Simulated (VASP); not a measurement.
# GaSb (F-43m) in VASP: further runs

The runs below take GaSb through relaxation of cell and atoms, with PBE, r2SCAN.

All numbers are computed with VASP 6.6.1; they aren't measurements. Logs are shortened: lines on timing, memory, paths and dates and some standing lists are left out, and cuts for length are marked.

## (1) The crystal as given

It takes space group F-43m (No. 216, cubic). Conventional cell: a = 6.217 Å, b = 6.217 Å, c = 6.217 Å, α = 90.00°, β = 90.00°, γ = 90.00°. Ga (site symmetry -43m) is surrounded by 4 Sb at 2.69 Å. Sb (site symmetry -43m) is surrounded by 4 Ga at 2.69 Å.

The cell was built by a generator and needn't be a form met in nature.

## (2) Relaxation of cell and atoms, PBE

INCAR reads:

```
SYSTEM = GaSb
PREC = Accurate
ENCUT = 600
EDIFF = 1E-7
ISMEAR = 0
SIGMA = 0.03
LREAL = .False.
LASPH = .True.
NELM = 80
ALGO = Normal
ISIF = 3
LWAVE = .False.
LCHARG = .False.
GGA = PE
IBRION = 2
NSW = 90
EDIFFG = -0.005
```

KPOINTS reads:

```
regular mesh
0
Gamma
  10 10 10
  0 0 0
```

POSCAR reads:

```
GaSb                                    
1.0
    0.0000000000      3.1084296416      3.1084296416
    3.1084296416      0.0000000000      3.1084296416
    3.1084296416      3.1084296416      0.0000000000
  Ga              Sb            
     1     1
Direct
     0.0000000000000000    0.0000000000000000    0.0000000000000000
     0.2500000000000000    0.2500000000000000    0.2500000000000000
```

Potentials or basis: VASP PAW PBE potentials, release 64 (Ga_d, Sb).

Command:

```
> cat potpaw_PBE.64/Ga_d/POTCAR potpaw_PBE.64/Sb/POTCAR > POTCAR
> mpirun -np 1 vasp_std > vasp.out
```

OUTCAR:

```text
SYSTEM = GaSb
   PREC = Accurate
   ENCUT = 600
   EDIFF = 1E-7
   ISMEAR = 0
   LREAL = .False.
   LASPH = .True.
   NELM = 80
   ISIF = 3
   GGA = PE
   IBRION = 2
   NSW = 90
   EDIFFG = -0.005

 ion  position               nearest neighbor table
   1  0.000  0.000  0.000-   2 2.69   2 2.69   2 2.69   2 2.69
   2  0.250  0.250  0.250-   1 2.69   1 2.69   1 2.69   1 2.69

  LATTYP: Found a face centered cubic cell.
 ALAT       =     6.2168592832

  Lattice vectors:

 A1 = (   0.0000000000,   3.1084296416,   3.1084296416)
 A2 = (   3.1084296416,   0.0000000000,   3.1084296416)
 A3 = (   3.1084296416,   3.1084296416,   0.0000000000)

Analysis of symmetry for initial positions (statically):
=====================================================================
 Subroutine PRICEL returns:
 Original cell was already a primitive cell.

 Routine SETGRP: Setting up the symmetry group for a
 face centered cubic supercell.

 Subroutine GETGRP returns: Found 24 space group operations
 (whereof 24 operations were pure point group operations)
 out of a pool of 48 trial point group operations.

The static configuration has the point symmetry T_d .

Analysis of symmetry for dynamics (positions and initial velocities):
=====================================================================
 Subroutine PRICEL returns:
 Original cell was already a primitive cell.

 Routine SETGRP: Setting up the symmetry group for a
 face centered cubic supercell.

 Subroutine GETGRP returns: Found 24 space group operations
 (whereof 24 operations were pure point group operations)
 out of a pool of 48 trial point group operations.

The dynamic configuration has the point symmetry T_d .

 Subroutine INISYM returns: Found 24 space group operations
 (whereof 24 operations are pure point group operations),
 and found     1 'primitive' translations

----------------------------------------------------------------------------------------

                                     Primitive cell

  volume of cell :      60.0694

  direct lattice vectors                    reciprocal lattice vectors
     0.000000000  3.108429642  3.108429642    -0.160852925  0.160852925  0.160852925
     3.108429642  0.000000000  3.108429642     0.160852925 -0.160852925  0.160852925
     3.108429642  3.108429642  0.000000000     0.160852925  0.160852925 -0.160852925

  length of vectors
     4.395983357  4.395983357  4.395983357     0.278605439  0.278605439  0.278605439

  position of ions in fractional coordinates (direct lattice)
     0.000000000  0.000000000  0.000000000
[... 91 lines left out ...]
   EMIN   =  10.00;   EMAX   =-10.00  energy-range for DOS
   EFERMI =   0.00;   METHOD = LEGACY
   ISMEAR =     0;   SIGMA  =   0.03  broadening in eV -4-tet -1-fermi 0-gaus
   EFERMI_NEDOS =   21; number of points for ismear=-14 and -15
   IALGO  =     38    algorithm
   IMIX   =      4    mixing-type and parameters
     AMIX     =   0.40;   BMIX     =  1.00
     AMIX_MAG =   1.60;   BMIX_MAG =  1.00
  volume/ion in A,a.u.               =      30.03       202.68
  Fermi-wavevector in a.u.,A,eV,Ry     =   1.095506  2.070206 16.328796  1.200133
  Thomas-Fermi vector in A             =   2.231830
   LORBIT       =      0    0 simple, 1 ext, 2 COOP (PROOUT), +10 PAW based schemes
   GGA     = PE    functional components
   LHFCALC =     F    Hartree Fock is set to
   AEXX    =    0.0000 exact exchange contribution
   IVDW    =     0    specifies the selected vdW correction
   LEPSILON=     F    determine dielectric tensor
   LRPA    =     F    only Hartree local field effects (RPA)
 conjugate gradient relaxation of ions
 non-spin polarized calculation
 Gauss-broadening in eV      SIGMA  =   0.03
  energy-cutoff  :      600.00
  volume of cell :       60.07
 maximum number of plane-waves:      2044
   NGX = 17   NGY = 17   NGZ = 17

 number of electron      17.9999991 magnetization

 Free energy of the ion-electron system (eV)
  ---------------------------------------------------
  ext. energy  EPLUGINS =         0.00000000
  ---------------------------------------------------
  free energy    TOTEN  =        -7.37144397 eV

  energy without entropy =       -7.37139769  energy(sigma->0) =       -7.37142083

 E-fermi :   4.3997     XC(G=0):  -8.8807

 val. band max:        4.3905859396   @ k =   0.0000   0.0000   0.0000
 cond. band min:       4.6982431567   @ k =   0.5000   0.0000   0.0000
 fundamental gap:      0.3076572171
 Fermi energy:         4.3997226437

 k-point     1 :       0.0000    0.0000    0.0000
  band No.  band energies     occupation
      1     -10.5558      2.00000
      2     -10.5558      2.00000
      3     -10.5558      2.00000
      4     -10.5131      2.00000
      5     -10.5131      2.00000
      6      -6.7617      2.00000
      7       4.0915      2.00000
      8       4.3906      1.33336
      9       4.3906      1.33332
     10       4.3906      1.33332
     11       7.1787      0.00000
     12       7.1788      0.00000
     13       7.1788      0.00000
[... 354 lines left out ...]
  band No.  band energies     occupation
      1     -10.5855      2.00000
      2     -10.5403      2.00000
      3     -10.5399      2.00000
      4     -10.5198      2.00000
      5     -10.5104      2.00000
      6      -5.2595      2.00000
      7      -1.0837      2.00000
      8       2.0593      2.00000
      9       2.3514      2.00000
     10       5.6714      0.00000
     11       6.6894      0.00000
     12      10.4048      0.00000
     13      10.9097      0.00000

 [... further k-points ...]

------------------------ aborting loop because EDIFF is reached ----------------------------------------

  FORCE on cell =-STRESS in cart. coord.  units (eV):
  Direction    XX          YY          ZZ          XY          YZ          ZX
  --------------------------------------------------------------------------------------
  -------------------------------------------------------------------------------------
  Total       -0.0036455     -0.0036455     -0.0036455      0.0000000      0.0000000     -0.0000000
  in kB       -0.0972329     -0.0972329     -0.0972329      0.0000000      0.0000000     -0.0000000
  external PRESSURE =      -0.0972329 kB  Pullay stress =       0.0000000 kB

 VOLUME and BASIS-vectors are now :
 -----------------------------------------------------------------------------
  energy-cutoff  :      600.00
  volume of cell :       60.07
      direct lattice vectors                 reciprocal lattice vectors
     0.000000000  3.108429642  3.108429642    -0.160852925  0.160852925  0.160852925
     3.108429642  0.000000000  3.108429642     0.160852925 -0.160852925  0.160852925
     3.108429642  3.108429642  0.000000000     0.160852925  0.160852925 -0.160852925

 POSITION                                       TOTAL-FORCE (eV/Angst)
 -----------------------------------------------------------------------------------
      0.00000      0.00000      0.00000        -0.000000     -0.000000      0.000000
      1.55421      1.55421      1.55421         0.000000      0.000000     -0.000000
 -----------------------------------------------------------------------------------
    total drift:                                0.000001      0.000001      0.000001

  FREE ENERGIE OF THE ION-ELECTRON SYSTEM (eV)
  ---------------------------------------------------
  free  energy   TOTEN  =        -7.3714439655 eV

  energy  without entropy=       -7.3713976868  energy(sigma->0) =       -7.37142083

 reached required accuracy - stopping structural energy minimisation
```

Run time: 18 s. Hardware: 1 thread of Intel Xeon 6975P-C (Granite Rapids), shared host; peak memory 0.23 GiB.

Results:

| Property | Result |
| --- | --- |
| Free energy | -7.3714 eV |
| Pressure after relaxing | 0.0 GPa |
| Band gap on the k mesh | none (metal or under the smearing width) |

Final structure:
```xyz
2
Lattice="0.0000 3.1084 3.1084 3.1084 0.0000 3.1084 3.1084 3.1084 0.0000" Properties=species:S:1:pos:R:3 pbc="T T T"
Ga    0.0000    0.0000    0.0000
Sb    1.5542    1.5542    1.5542
```

Caveat: the relaxation stopped at its first step, so nothing moved; this crystal is a semiconductor, whose small gap the functional closes, so the metal is an error of the method. The run has no spin-orbit coupling, so splittings on Sb are missing.

## (3) Relaxation of cell and atoms, r2SCAN

This run uses another cell than the first one, of 28.62 Å³/atom, 0.953 times its volume.

INCAR reads:

```
ALGO = Normal
EDIFF = 1E-6
EDIFFG = -0.01
ENCUT = 600
IBRION = 2
ISIF = 3
ISMEAR = 0
LASPH = True
LCHARG = False
LMIXTAU = True
LREAL = False
LWAVE = False
METAGGA = R2SCAN
NELM = 80
NSW = 90
PREC = Accurate
SIGMA = 0.03
```

KPOINTS reads:

```
k-points
0
Gamma
  10 10 10
```

POSCAR reads:

```
GaSb
1.0
    0.0000000000      3.0590000000      3.0590000000
    3.0590000000      0.0000000000      3.0590000000
    3.0590000000      3.0590000000      0.0000000000
Ga Sb
1 1
Direct
    0.0000000000      0.0000000000      0.0000000000
    0.2500000000      0.2500000000      0.2500000000
```

Potentials or basis: VASP PAW PBE potentials, release 64 (Ga_d, Sb).

Command:

```
> cat potpaw_PBE.64/Ga_d/POTCAR potpaw_PBE.64/Sb/POTCAR > POTCAR
> mpirun -np 1 vasp_std > vasp.out
```

OUTCAR:

```text
EDIFF = 1E-6
   EDIFFG = -0.01
   ENCUT = 600
   IBRION = 2
   ISIF = 3
   ISMEAR = 0
   LASPH = True
   LREAL = False
   METAGGA = R2SCAN
   NELM = 80
   NSW = 90
   PREC = Accurate

 ion  position               nearest neighbor table
   1  0.000  0.000  0.000-   2 2.65   2 2.65   2 2.65   2 2.65
   2  0.250  0.250  0.250-   1 2.65   1 2.65   1 2.65   1 2.65

  LATTYP: Found a face centered cubic cell.
 ALAT       =     6.1180000000

  Lattice vectors:

 A1 = (   0.0000000000,   3.0590000000,   3.0590000000)
 A2 = (   3.0590000000,   0.0000000000,   3.0590000000)
 A3 = (   3.0590000000,   3.0590000000,   0.0000000000)

Analysis of symmetry for initial positions (statically):
=====================================================================
 Subroutine PRICEL returns:
 Original cell was already a primitive cell.

 Routine SETGRP: Setting up the symmetry group for a
 face centered cubic supercell.
[... 225 lines left out ...]
     10       4.9373      0.00000
     11       7.5559      0.00000
     12       7.5560      0.00000
     13       7.5560      0.00000
[... 403 lines left out ...]
--------------------------------------- Ionic step        3  -------------------------------------------

 number of electron      18.0000003 magnetization

 Free energy of the ion-electron system (eV)
  ---------------------------------------------------
  ext. energy  EPLUGINS =         0.00000000
  ---------------------------------------------------
  free energy    TOTEN  =       -37.60577741 eV

  energy without entropy =      -37.60577741  energy(sigma->0) =      -37.60577741

 E-fermi :   4.8037     XC(G=0):  -9.6853

 val. band max:        4.6038512891   @ k =   0.0000   0.0000   0.0000
 cond. band min:       4.9935331671   @ k =   0.0000   0.0000   0.0000
 fundamental gap:      0.3896818780
 Fermi energy:         4.8036507411

 k-point     1 :       0.0000    0.0000    0.0000
  band No.  band energies     occupation
      1     -10.8787      2.00000
      2     -10.8787      2.00000
      3     -10.8787      2.00000
      4     -10.8231      2.00000
      5     -10.8231      2.00000
      6      -7.2717      2.00000
      7       4.6038      2.00000
      8       4.6039      2.00000
      9       4.6039      2.00000
     10       4.9935      0.00000
     11       7.5872      0.00000
     12       7.5872      0.00000
     13       7.5872      0.00000
[... 397 lines left out ...]
  FREE ENERGIE OF THE ION-ELECTRON SYSTEM (eV)
  ---------------------------------------------------
  free  energy   TOTEN  =       -37.6057774123 eV

  energy  without entropy=      -37.6057774123  energy(sigma->0) =      -37.60577741

 reached required accuracy - stopping structural energy minimisation
```

It took 2.8 min on 1 thread of Intel Xeon 6975P-C (Granite Rapids), shared host; peak memory 0.25 GiB.

Results:

```
Free energy                            : -37.6058 eV
Relaxed volume                         : 28.85 Å³/atom
Relaxed cell                           : a = 4.337 Å, b = 4.337 Å, c = 4.337 Å, α = 60.00°, β = 60.00°, γ = 60.00°
Space group after relaxing (to 0.05 Å) : F-43m (No. 216)
Energy gained by relaxing              : 0.3 meV/atom
Ionic steps                            : 3
Pressure after relaxing                : 0.0 GPa
Band gap on the k mesh                 : 0.39 eV, direct
```

Step by step:
```csv
step,energy change (eV),largest force (eV/Å),pressure (GPa),volume (Å³)
1,0.0000,0.0000,0.43,57.25
2,-0.0005,0.0000,-0.14,57.88
3,-0.0006,0.0000,0.01,57.70
```

Final structure:
```
CELL_PARAMETERS angstrom
0.00000 3.06703 3.06703
3.06703 0.00000 3.06703
3.06703 3.06703 0.00000
ATOMIC_POSITIONS crystal
Ga 0.00000 0.00000 0.00000
Sb 0.25000 0.25000 0.25000
```

Caveat: the PAW data sets were made with another functional, which shifts forces and pressure a little; spin-orbit coupling is left out, which moves the levels of the heavy elements. A k mesh can miss the band edges.

## (4) Relaxation of cell and atoms, r2SCAN

This run uses another cell than the first one, of 28.85 Å³/atom, 0.961 times its volume.

Edit INCAR of step 3 so:

```diff
@@ -1,4 +1,4 @@
 ALGO = Normal
-EDIFF = 1E-6
-EDIFFG = -0.01
+EDIFF = 1E-7
+EDIFFG = -0.005
 ENCUT = 600
```

KPOINTS is that of step 3.

POSCAR reads:

```
GaSb                                    
1.0
    0.0000000000      3.0670332161      3.0670332161
    3.0670332161      0.0000000000      3.0670332161
    3.0670332161      3.0670332161      0.0000000000
  Ga              Sb            
     1     1
Direct
     0.0000000000000000    0.0000000000000000    0.0000000000000000
     0.2500000000000000    0.2500000000000000    0.2500000000000000
```

Potentials or basis: VASP PAW PBE potentials, release 64 (Ga_d, Sb).

Command:

```
> cat potpaw_PBE.64/Ga_d/POTCAR potpaw_PBE.64/Sb/POTCAR > POTCAR
> mpirun -np 1 vasp_std > vasp.out
```

OUTCAR:

```text
EDIFF = 1E-7
   EDIFFG = -0.005
   ENCUT = 600
   IBRION = 2
   ISIF = 3
   ISMEAR = 0
   LASPH = True
   LREAL = False
   METAGGA = R2SCAN
   NELM = 80
   NSW = 90
   PREC = Accurate

 ion  position               nearest neighbor table
   1  0.000  0.000  0.000-   2 2.66   2 2.66   2 2.66   2 2.66
   2  0.250  0.250  0.250-   1 2.66   1 2.66   1 2.66   1 2.66

  LATTYP: Found a face centered cubic cell.
 ALAT       =     6.1340664322

  Lattice vectors:

 A1 = (   0.0000000000,   3.0670332161,   3.0670332161)
[... 573 lines left out ...]

  FORCE on cell =-STRESS in cart. coord.  units (eV):
  Direction    XX          YY          ZZ          XY          YZ          ZX
  --------------------------------------------------------------------------------------
  -------------------------------------------------------------------------------------
  Total        0.0032559      0.0032559      0.0032559      0.0000000      0.0000000      0.0000000
  in kB        0.0904049      0.0904049      0.0904049      0.0000000      0.0000000      0.0000000
  external PRESSURE =       0.0904049 kB  Pullay stress =       0.0000000 kB

 VOLUME and BASIS-vectors are now :
 -----------------------------------------------------------------------------
  energy-cutoff  :      600.00
  volume of cell :       57.70
      direct lattice vectors                 reciprocal lattice vectors
     0.000000000  3.067033216  3.067033216    -0.163023992  0.163023992  0.163023992
     3.067033216  0.000000000  3.067033216     0.163023992 -0.163023992  0.163023992
     3.067033216  3.067033216  0.000000000     0.163023992  0.163023992 -0.163023992

 POSITION                                       TOTAL-FORCE (eV/Angst)
 -----------------------------------------------------------------------------------
      0.00000      0.00000      0.00000         0.000000      0.000000      0.000000
      1.53352      1.53352      1.53352        -0.000000     -0.000000     -0.000000
 -----------------------------------------------------------------------------------
    total drift:                                0.000007      0.000007      0.000007

  FREE ENERGIE OF THE ION-ELECTRON SYSTEM (eV)
  ---------------------------------------------------
  free  energy   TOTEN  =       -37.6058807174 eV

  energy  without entropy=      -37.6058807174  energy(sigma->0) =      -37.60588072

 reached required accuracy - stopping structural energy minimisation
```

Wall time 86 s (1 thread of Intel Xeon 6975P-C (Granite Rapids), shared host); peak memory 0.24 GiB.

What came out:

```
Free energy             : -37.6059 eV
Pressure after relaxing : 0.0 GPa
Band gap on the k mesh  : 0.39 eV, direct
```

Final structure:
```
CELL_PARAMETERS angstrom
0.00000 3.06703 3.06703
3.06703 0.00000 3.06703
3.06703 3.06703 0.00000
ATOMIC_POSITIONS crystal
Ga 0.00000 0.00000 0.00000
Sb 0.25000 0.25000 0.25000
```

Caveat: the relaxation stopped at its first step, so nothing moved; the PAW data sets were made with another functional, which shifts forces and pressure a little; spin-orbit coupling is left out, which moves the levels of the heavy elements. A k mesh can miss the band edges.
